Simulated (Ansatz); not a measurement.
**GaAs, zinc blende: band edges under a change of volume**

How fast do the gaps move when the cell is scaled evenly?

Calculated with Ansatz 0.2.0, PBEsol, PAW files of the set soft_1, cutoff 600 eV, Fermi–Dirac smearing 0.02 eV, k-mesh 9×9×9, no spin polarisation, no spin-orbit coupling.

Reference cell, relaxed at zero pressure with PBEsol (F-43m): a = 4.0017 Å, b = 4.0017 Å, c = 4.0017 Å, α = 60.00°, β = 60.00°, γ = 60.00°.

```
atom       x       y       z
  As  0.7500  0.7500  0.7500
  Ga  0.0000  0.0000  0.0000
```

At 106 (volume as a share of the relaxed volume) the gap closes or falls to 0.1 eV or less at this level, and those rows are left out.

Levels are read on the k-mesh and along lines from Γ to X = (0.5, 0, 0.5), L = (0.5, 0.5, 0.5), K = (0.375, 0.375, 0.75) and W = (0.5, 0.25, 0.75) in the reciprocal basis of this cell (the letters only name these points), and count from the highest filled level.

```csv
ln(V/V0),gap (eV),direct gap at Γ (eV),lowest empty at L (eV)
−0.0619,0.891,0.891,1.097
−0.0408,0.730,0.730,1.037
0.0000,0.423,0.423,0.922
0.0198,0.278,0.278,0.869
0.0392,0.137,0.137,0.817
```

**Question.** Fit the lowest empty level at L and give it at ln(V/V0) = −0.0202, a row left out above.

A straight line through the 5 rows: the means are −0.00874 for ln(V/V0) and 0.9484 for the level, Σ(Δx)² = 0.007043 and ΣΔxΔy = −0.01954, so the slope is −0.01954/0.007043 = −2.7739 and the intercept 0.9484 − (−2.7739)(−0.00874) = 0.9242.

The slope is the volume deformation potential of this gap, −2.77 eV, as a mean over the range. The line gives 0.980 eV. The run itself gives 0.979 eV, so the estimate misses by 0.001 eV, a rounding's worth.

The gap is direct at Γ in every row. Semilocal functionals give gaps that are too small, and the error differs from valley to valley, so the order of close valleys can be wrong too. Spin-orbit coupling, left out here, splits the valence top by 0.1 eV or more with such elements and lowers the gap.

[Logs are printed without paths, hosts, clocks, repeated set-up lines and the standing remarks that a program may print on its own settings, such as how far it seeks lower states.]
